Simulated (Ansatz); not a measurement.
Geometry optimisation in Ansatz: input, command and trajectory.

```yaml
crystal:
  lattice:
    - [5.2865229236, 0.0, -8.9434898815]
    - [5.2865229236, 0.0, 8.9434898815]
    - [-5.2865229236, -9.6504593367, 0.0]
  atoms:
    - { symbol: Zr, position: [0.2847437046, 0.629952248, 0.4146959525] }
    - { symbol: Si, position: [0.5347437046, 0.379952248, 0.9146959525] }
    - { symbol: Si, position: [0.7847437046, 0.129952248, 0.4146959525] }
    - { symbol: Si, position: [0.0347437046, 0.879952248, 0.9146959525] }
    - { symbol: Si, position: [0.379952248, 0.0347437046, 0.9146959525] }
    - { symbol: Si, position: [0.629952248, 0.7847437046, 0.4146959525] }
    - { symbol: Si, position: [0.879952248, 0.5347437046, 0.9146959525] }
    - { symbol: Si, position: [0.129952248, 0.2847437046, 0.4146959525] }
    - { symbol: Si, position: [0.9652562954, 0.120047752, 0.0853040475] }
    - { symbol: Si, position: [0.2152562954, 0.870047752, 0.5853040475] }
    - { symbol: Si, position: [0.4652562954, 0.620047752, 0.0853040475] }
    - { symbol: Si, position: [0.7152562954, 0.370047752, 0.5853040475] }
    - { symbol: Si, position: [0.870047752, 0.7152562954, 0.5853040475] }
    - { symbol: Si, position: [0.120047752, 0.4652562954, 0.0853040475] }
    - { symbol: Si, position: [0.370047752, 0.2152562954, 0.5853040475] }
    - { symbol: Si, position: [0.620047752, 0.9652562954, 0.0853040475] }
    - { symbol: O, position: [0.9333525088, 0.8166474912, 0.75] }
    - { symbol: O, position: [0.1833525088, 0.5666474912, 0.25] }
    - { symbol: O, position: [0.4333525088, 0.3166474912, 0.75] }
    - { symbol: O, position: [0.6833525088, 0.0666474912, 0.25] }
    - { symbol: O, position: [0.3166474912, 0.9333525088, 0.75] }
    - { symbol: O, position: [0.5666474912, 0.6833525088, 0.25] }
    - { symbol: O, position: [0.8166474912, 0.4333525088, 0.75] }
    - { symbol: O, position: [0.0666474912, 0.1833525088, 0.25] }
    - { symbol: O, position: [0.4782527537, 0.2282527537, 0.9565055073] }
    - { symbol: O, position: [0.7282527537, 0.9782527537, 0.4565055073] }
    - { symbol: O, position: [0.9782527537, 0.7282527537, 0.9565055073] }
    - { symbol: O, position: [0.2282527537, 0.4782527537, 0.4565055073] }
    - { symbol: O, position: [0.7717472463, 0.0217472463, 0.0434944927] }
    - { symbol: O, position: [0.0217472463, 0.7717472463, 0.5434944927] }
    - { symbol: O, position: [0.2717472463, 0.5217472463, 0.0434944927] }
    - { symbol: O, position: [0.5217472463, 0.2717472463, 0.5434944927] }
    - { symbol: O, position: [0.7717472463, 0.5217472463, 0.5434944927] }
    - { symbol: O, position: [0.0217472463, 0.2717472463, 0.0434944927] }
    - { symbol: O, position: [0.2717472463, 0.0217472463, 0.5434944927] }
    - { symbol: O, position: [0.5217472463, 0.7717472463, 0.0434944927] }
    - { symbol: O, position: [0.4782527537, 0.7282527537, 0.4565055073] }
    - { symbol: O, position: [0.7282527537, 0.4782527537, 0.9565055073] }
    - { symbol: O, position: [0.9782527537, 0.2282527537, 0.4565055073] }
    - { symbol: O, position: [0.2282527537, 0.9782527537, 0.9565055073] }
    - { symbol: O, position: [0.75, 0.25, 0.5] }
    - { symbol: O, position: [1.0, 0.0, 1.0] }
    - { symbol: O, position: [0.25, 0.75, 0.5] }
    - { symbol: O, position: [0.5, 0.5, 0.0] }
    - { symbol: O, position: [0.5, 1.0, 1.0] }
    - { symbol: O, position: [0.75, 0.75, 0.5] }
    - { symbol: O, position: [1.0, 0.5, 1.0] }
    - { symbol: O, position: [0.25, 0.25, 0.5] }
  host:
    lattice:
      - [-2.6432614618, 4.8252296683, 4.4717449407]
      - [2.6432614618, -4.8252296683, 4.4717449407]
      - [2.6432614618, 4.8252296683, -4.4717449407]
    atoms:
      - { symbol: Si, position: [0.9305125909, 0.8452085434, 0.0853040475] }
      - { symbol: Si, position: [0.740095504, 0.1547914566, 0.5853040475] }
      - { symbol: Si, position: [0.0694874091, 0.1547914566, 0.9146959525] }
      - { symbol: Si, position: [0.259904496, 0.8452085434, 0.4146959525] }
      - { symbol: O, position: [0.1332949823, 0.8832949823, 0.25] }
      - { symbol: O, position: [0.8667050177, 0.1167050177, 0.75] }
      - { symbol: O, position: [0.7934944927, 0.5, 0.7934944927] }
      - { symbol: O, position: [0.2065055073, 0.0, 0.7065055073] }
      - { symbol: O, position: [0.2065055073, 0.5, 0.2065055073] }
      - { symbol: O, position: [0.7934944927, 0.0, 0.2934944927] }
      - { symbol: O, position: [0.0, 0.0, 0.0] }
      - { symbol: O, position: [0.5, 0.0, 0.5] }
basis:
  ecutwfc: 420
  xc_grid: 2
kpoints:
  mp_grid: { grid: [2, 2, 2], shift: [0.5, 0.5, 0.5] }
hamiltonian:
  xc: pbe
scf:
  occupations: { method: gaussian, width: 0.01 }
output:
  forces: true
  stress: false
  eigenvalues: true
  charged_corrections: { defect_position: [0.2847437, 0.62995225, 0.41469595] }
  write_density: true
  write_potential: true
  elf: true
  volumetric_format: npy
relax:
  adjacent_minimum: "off"
  f_tol: 0.025
  max_steps: 45
```

```bash
ansatz run input.yaml --threads 4 --pin off --max-ram 10240MiB --backend cpu --events-out ev --progress --plain --runs-dir out
```

All numbers below come from DFT PBE, scalar-relativistic, plane waves, PAW in Ansatz 0.2.0.

The cell holds a point defect: Zr on a Si site (h), neutral.

Of 10 frames 4 are shown, positions in Å and forces in eV/Å; the SCF threshold varies from step to step.

```xyz
48
Lattice="5.2865 0.0000 -8.9435 5.2865 0.0000 8.9435 -5.2865 -9.6505 0.0000" Properties=species:S:1:pos:R:3:forces:R:3 pbc="T T T" step=1 free_energy_over_end_meV_per_atom=210.32
Zr    2.6433   -4.0020    3.0874    0.0000    0.4745   -0.5949
Si    0.0000   -8.8272   -1.3844    0.0054    0.0285   -0.0115
Si    2.6433   -4.0020   -5.8561    0.0000   -0.0437   -0.0903
Si    0.0000   -8.8272    7.5591   -0.0054    0.0285   -0.0115
Si   -2.6433   -8.8272   -3.0874    0.0000    0.0477    0.0167
Si    5.2865   -4.0020    1.3844    0.3830   -0.3987   -0.2331
Si    2.6433   -8.8272   -3.0874    0.0000   -0.0179   -0.0897
Si    0.0000   -4.0020    1.3844   -0.3830   -0.3987   -0.2331
Si    5.2865   -0.8232   -7.5591   -0.0010    0.0589   -0.0140
Si    2.6433   -5.6485    5.8561    0.0000   -0.3055    0.5459
Si    5.2865   -0.8232    1.3844    0.0010    0.0589   -0.0140
Si    2.6433   -5.6485   -3.0874    0.0000   -0.0229    0.0059
Si    5.2865   -5.6485   -1.3844    0.0589    0.0510    0.0595
Si    2.6433   -0.8232    3.0874    0.0000    0.4929    0.3096
Si    0.0000   -5.6485   -1.3844   -0.0589    0.0510    0.0595
Si    7.9298   -0.8232    3.0874    0.0000   -0.0189    0.0151
O     5.2865   -7.2378   -1.0437   -0.0093   -0.0336   -0.0002
O     2.6433   -2.4126    3.4280    0.0000   18.4666    3.4920
O     0.0000   -7.2378   -1.0437    0.0093   -0.0336   -0.0002
O     2.6433   -2.4126   -5.5155    0.0000    0.0408    0.0178
O     2.6433   -7.2378    5.5155    0.0000   -0.1789    0.0021
O     5.2865   -2.4126    1.0437   -0.0479    0.0570    0.0131
O     2.6433   -7.2378   -3.4280    0.0000    0.0325    0.0121
O     0.0000   -2.4126    1.0437    0.0479    0.0570    0.0131
O    -1.3216   -9.2307   -2.2359    0.0036   -0.0158    0.0027
O     6.6082   -4.4055    2.2359    0.1574    0.0542    0.0843
O     3.9649   -9.2307   -2.2359    0.0139   -0.0062    0.0184
O     1.3216   -4.4055    2.2359  -15.6268   -4.2998  -10.0564
O     3.9649   -0.4197   -6.7076   -0.0014    0.0009    0.0004
O     1.3216   -5.2450    6.7076   -0.1105   -0.0027    0.0778
O     3.9649   -0.4197    2.2359    0.0667   -0.0038   -0.0812
O     1.3216   -5.2450   -2.2359    0.0228    0.0060   -0.0187
O     3.9649   -5.2450   -2.2359   -0.0228    0.0060   -0.0187
O     1.3216   -0.4197    2.2359   -0.0667   -0.0038   -0.0812
O    -1.3216   -5.2450   -2.2359    0.1105   -0.0027    0.0778
O     6.6082   -0.4197    2.2359    0.0014    0.0009    0.0004
O     3.9649   -4.4055    2.2359   15.6268   -4.2998  -10.0564
O     1.3216   -9.2307   -2.2359   -0.0139   -0.0062    0.0184
O     3.9649   -4.4055   -6.7076   -0.1574    0.0542    0.0843
O     1.3216   -9.2307    6.7076   -0.0036   -0.0158    0.0027
O     2.6433   -4.8252   -4.4717    0.0000    0.0039    0.0199
O     0.0000   -9.6505   -8.9435   -0.0024   -0.0129    0.0089
O     2.6433   -4.8252    4.4717    0.0000  -10.1006   16.9676
O     5.2865    0.0000    0.0000    0.0024   -0.0129    0.0089
O     2.6433   -9.6505    4.4717    0.0000   -0.0110   -0.0203
O     5.2865   -4.8252    0.0000    0.0436   -0.0323   -0.2381
O     2.6433   -9.6505   -4.4717    0.0000    0.2402    0.1662
O     0.0000   -4.8252    0.0000   -0.0436   -0.0323   -0.2381
48
Lattice="5.2865 0.0000 -8.9435 5.2865 0.0000 8.9435 -5.2865 -9.6505 0.0000" Properties=species:S:1:pos:R:3:forces:R:3 pbc="T T T" step=4 free_energy_over_end_meV_per_atom=13.31
Zr    2.6433   -3.9983    3.0466    0.0000   -0.0972   -0.0674
Si    0.0850   -8.8596   -1.3825   -0.0762   -0.0376   -0.0243
Si    2.6433   -3.9968   -5.8249    0.0000    0.0643    0.0479
Si   -0.0850   -8.8596    7.5610    0.0762   -0.0376   -0.0243
Si   -2.6433   -9.0426   -2.8871    0.0000    0.1282   -0.2483
Si    5.4304   -3.9964    1.2955    0.2034    0.0593   -0.2103
Si    2.6433   -8.7119   -3.1593    0.0000   -0.1983   -0.0727
Si   -0.1439   -3.9964    1.2955   -0.2034    0.0593   -0.2103
Si    5.2107   -0.7743   -7.5360    0.0688    0.1493    0.0291
Si    2.6433   -5.8870    5.9254    0.0000   -0.0683    0.1966
Si    5.3623   -0.7743    1.4075   -0.0688    0.1493    0.0291
Si    2.6433   -5.5299   -3.0097    0.0000   -0.1638   -0.1877
Si    5.2974   -5.6617   -1.4083   -0.0390   -0.0903    0.1348
Si    2.6433   -0.5500    2.9741    0.0000   -0.4418    0.4266
Si   -0.0109   -5.6617   -1.4083    0.0390   -0.0903    0.1348
Si    7.9298   -0.8277    3.1917    0.0000    0.0535   -0.0904
O     5.2150   -7.2569   -1.0624   -0.0426    0.0214   -0.0725
O     2.6433   -2.0899    3.4987    0.0000    0.0264   -0.1631
O     0.0715   -7.2569   -1.0624    0.0426    0.0214   -0.0725
O     2.6433   -2.4195   -5.4937    0.0000   -0.0106   -0.0867
O     2.6433   -7.4741    5.7127    0.0000    0.0749    0.1511
O     5.3632   -2.3723    1.1127   -0.1316   -0.3041    0.0615
O     2.6433   -7.1121   -3.3125    0.0000    0.0946    0.1721
O    -0.0766   -2.3723    1.1127    0.1316   -0.3041    0.0615
O    -1.2872   -9.4020   -2.0775   -0.0324    0.0369    0.1584
O     6.6775   -4.4241    2.2149   -0.2149   -0.0286    0.0617
O     3.9491   -9.2363   -2.3479    0.1863    0.0639   -0.0487
O     1.1438   -4.6107    2.0061    0.4704    0.1741    0.2603
O     3.9576   -0.3732   -6.5873    0.0834    0.0123    0.0984
O     1.3307   -5.3592    6.6802   -0.0250   -0.0310   -0.1971
O     3.9825   -0.2665    2.1057    0.1048   -0.0363   -0.2358
O     1.3052   -5.1325   -2.1938    0.0560   -0.0021    0.1026
O     3.9813   -5.1325   -2.1938   -0.0560   -0.0021    0.1026
O     1.3040   -0.2665    2.1057   -0.1048   -0.0363   -0.2358
O    -1.3307   -5.3592   -2.2633    0.0250   -0.0310   -0.1971
O     6.6155   -0.3732    2.3562   -0.0834    0.0123    0.0984
O     4.1428   -4.6107    2.0061   -0.4704    0.1741    0.2603
O     1.3374   -9.2363   -2.3479   -0.1863    0.0639   -0.0487
O     3.8955   -4.4241   -6.7286    0.2149   -0.0286    0.0617
O     1.2872   -9.4020    6.8660    0.0324    0.0369    0.1584
O     2.6433   -4.7534   -4.4123    0.0000   -0.0130   -0.0938
O    -0.2233   -9.6596   -8.9409   -0.2550    0.0613    0.0362
O     2.6433   -5.2228    4.4909    0.0000    0.1609   -0.3739
O     5.5098   -0.0092    0.0026    0.2550    0.0613    0.0362
O     2.6433   -9.8051    4.6459    0.0000   -0.1243   -0.0542
O     5.4870   -4.7359   -0.1208    0.2247    0.1276   -0.0154
O     2.6433   -9.2486   -4.6758    0.0000    0.1617    0.1655
O    -0.2005   -4.7359   -0.1208   -0.2247    0.1276   -0.0154
48
Lattice="5.2865 0.0000 -8.9435 5.2865 0.0000 8.9435 -5.2865 -9.6505 0.0000" Properties=species:S:1:pos:R:3:forces:R:3 pbc="T T T" step=7 free_energy_over_end_meV_per_atom=1.20
Zr    2.6433   -4.1356    2.8202    0.0000    0.0621   -0.0432
Si    0.0888   -8.7673   -1.2156    0.0403   -0.0331   -0.0059
Si    2.6433   -4.0758   -5.8682    0.0000    0.0237   -0.0545
Si   -0.0888   -8.7673    7.7279   -0.0403   -0.0331   -0.0059
Si   -2.6433   -9.1318   -2.6774    0.0000   -0.0024    0.0478
Si    5.5452   -3.8997    1.1073   -0.0905   -0.0109   -0.0091
Si    2.6433   -8.7689   -3.0457    0.0000    0.0207    0.0614
Si   -0.2587   -3.8997    1.1073    0.0905   -0.0109   -0.0091
Si    5.1404   -0.7078   -7.4088    0.0263   -0.0341   -0.0212
Si    2.6433   -6.0044    5.6444    0.0000    0.0080   -0.0042
Si    5.4327   -0.7078    1.5347   -0.0263   -0.0341   -0.0212
Si    2.6433   -5.5624   -3.0139    0.0000    0.0382   -0.0048
Si    5.3928   -5.5744   -1.5440    0.0077    0.0387   -0.0235
Si    2.6433   -0.7119    3.0853    0.0000    0.0807   -0.0168
Si   -0.1063   -5.5744   -1.5440   -0.0077    0.0387   -0.0235
Si    7.9298   -0.8958    3.4046    0.0000   -0.0405   -0.0104
O     5.2859   -7.1372   -1.0668    0.0356   -0.0089    0.0169
O     2.6433   -2.2846    3.5012    0.0000   -0.0216    0.0471
O     0.0006   -7.1372   -1.0668   -0.0356   -0.0089    0.0169
O     2.6433   -2.5093   -5.4948    0.0000    0.0456   -0.0154
O     2.6433   -7.6074    5.7577    0.0000    0.0506   -0.0055
O     5.5450   -2.2666    1.0482    0.1219    0.0178   -0.0291
O     2.6433   -7.1621   -3.2182    0.0000   -0.0170   -0.0505
O    -0.2585   -2.2666    1.0482   -0.1219    0.0178   -0.0291
O    -1.3112   -9.3978   -1.7752   -0.0012    0.0110   -0.0058
O     6.6332   -4.4484    2.1807   -0.0674    0.0149    0.0091
O     3.9898   -9.1995   -2.2287   -0.0154    0.0125   -0.0048
O     1.1801   -4.4222    1.6113   -0.1294    0.0056   -0.0596
O     3.9840   -0.3709   -6.3049    0.0107    0.0017    0.0142
O     1.2948   -5.3940    6.3096   -0.0504   -0.0417   -0.0432
O     3.9702   -0.3852    2.1820    0.0089   -0.0220    0.0043
O     1.3121   -5.0960   -2.1949    0.0242   -0.0199    0.0382
O     3.9744   -5.0960   -2.1949   -0.0242   -0.0199    0.0382
O     1.3163   -0.3852    2.1820   -0.0089   -0.0220    0.0043
O    -1.2948   -5.3940   -2.6339    0.0504   -0.0417   -0.0432
O     6.5891   -0.3709    2.6386   -0.0107    0.0017    0.0142
O     4.1065   -4.4222    1.6113    0.1294    0.0056   -0.0596
O     1.2967   -9.1995   -2.2287    0.0154    0.0125   -0.0048
O     3.9399   -4.4484   -6.7628    0.0674    0.0149    0.0091
O     1.3112   -9.3978    7.1683    0.0012    0.0110   -0.0058
O     2.6433   -4.9064   -4.4904    0.0000   -0.0458    0.0146
O    -0.3938   -9.4032   -8.6980    0.0664    0.0725    0.0466
O     2.6433   -5.5964    4.0897    0.0000   -0.0646    0.0889
O     5.6803    0.2473    0.2455   -0.0664    0.0725    0.0466
O     2.6433  -10.0762    4.9538    0.0000   -0.0156    0.0154
O     5.8126   -4.5548   -0.3513    0.0366   -0.0217    0.0390
O     2.6433   -9.4325   -4.5235    0.0000   -0.0869   -0.0020
O    -0.5261   -4.5548   -0.3513   -0.0366   -0.0217    0.0390
48
Lattice="5.2865 0.0000 -8.9435 5.2865 0.0000 8.9435 -5.2865 -9.6505 0.0000" Properties=species:S:1:pos:R:3:forces:R:3 pbc="T T T" step=10 free_energy_over_end_meV_per_atom=0.00
Zr    2.6433   -4.1776    2.7578    0.0000   -0.0048    0.0181
Si    0.0553   -8.7312   -1.1582   -0.0102    0.0143    0.0056
Si    2.6433   -4.0792   -5.9040    0.0000   -0.0022    0.0099
Si   -0.0553   -8.7312    7.7853    0.0102    0.0143    0.0056
Si   -2.6433   -9.1380   -2.6601    0.0000    0.0081   -0.0156
Si    5.5745   -3.8512    1.0409    0.0207    0.0016   -0.0135
Si    2.6433   -8.7907   -2.9707    0.0000    0.0039   -0.0157
Si   -0.2880   -3.8512    1.0409   -0.0207    0.0016   -0.0135
Si    5.1453   -0.7028   -7.3706   -0.0106    0.0000    0.0113
Si    2.6433   -6.0200    5.5759    0.0000   -0.0036   -0.0077
Si    5.4278   -0.7028    1.5729    0.0106    0.0000    0.0113
Si    2.6433   -5.5953   -3.0569    0.0000    0.0058   -0.0229
Si    5.4165   -5.5534   -1.5934    0.0141   -0.0041    0.0027
Si    2.6433   -0.8184    3.1892    0.0000    0.0077    0.0064
Si   -0.1300   -5.5534   -1.5934   -0.0141   -0.0041    0.0027
Si    7.9298   -0.9048    3.4290    0.0000    0.0066    0.0037
O     5.3542   -7.1008   -1.0630   -0.0018   -0.0075   -0.0012
O     2.6433   -2.3976    3.5919    0.0000   -0.0036    0.0005
O    -0.0676   -7.1008   -1.0630    0.0018   -0.0075   -0.0012
O     2.6433   -2.5190   -5.4964    0.0000   -0.0055    0.0007
O     2.6433   -7.6167    5.7603    0.0000   -0.0111    0.0044
O     5.6443   -2.2164    0.9802   -0.0017   -0.0015   -0.0022
O     2.6433   -7.1995   -3.2771    0.0000   -0.0042    0.0050
O    -0.3578   -2.2164    0.9802    0.0017   -0.0015   -0.0022
O    -1.3103   -9.3975   -1.7589    0.0026    0.0004    0.0034
O     6.6267   -4.4291    2.1398   -0.0049    0.0014   -0.0048
O     3.9793   -9.1678   -2.1124   -0.0049   -0.0003   -0.0025
O     1.1708   -4.3277    1.5266    0.0170   -0.0023    0.0002
O     3.9836   -0.3638   -6.2716    0.0086   -0.0025   -0.0076
O     1.2865   -5.3913    6.2189   -0.0058    0.0009    0.0028
O     3.9705   -0.5062    2.2809   -0.0079    0.0002    0.0034
O     1.3163   -5.1310   -2.2251    0.0049   -0.0004   -0.0003
O     3.9702   -5.1310   -2.2251   -0.0049   -0.0004   -0.0003
O     1.3160   -0.5062    2.2809    0.0079    0.0002    0.0034
O    -1.2865   -5.3913   -2.7246    0.0058    0.0009    0.0028
O     6.5895   -0.3638    2.6719   -0.0086   -0.0025   -0.0076
O     4.1157   -4.3277    1.5266   -0.0170   -0.0023    0.0002
O     1.3072   -9.1678   -2.1124    0.0049   -0.0003   -0.0025
O     3.9463   -4.4291   -6.8037    0.0049    0.0014   -0.0048
O     1.3103   -9.3975    7.1846   -0.0026    0.0004    0.0034
O     2.6433   -4.9430   -4.5398    0.0000   -0.0054    0.0130
O    -0.2855   -9.2984   -8.5978    0.0009    0.0033   -0.0050
O     2.6433   -5.6752    4.0021    0.0000   -0.0002    0.0052
O     5.5720    0.3521    0.3456   -0.0009    0.0033   -0.0050
O     2.6433  -10.1054    4.9859    0.0000   -0.0006    0.0036
O     5.8475   -4.5122   -0.4184   -0.0048    0.0022    0.0038
O     2.6433   -9.5698   -4.3970    0.0000   -0.0021   -0.0010
O    -0.5609   -4.5122   -0.4184    0.0048    0.0022    0.0038
```

It took 7.5 min on 4 threads of Arm Neoverse V1, with other jobs on the host, peak memory 3.1 GiB.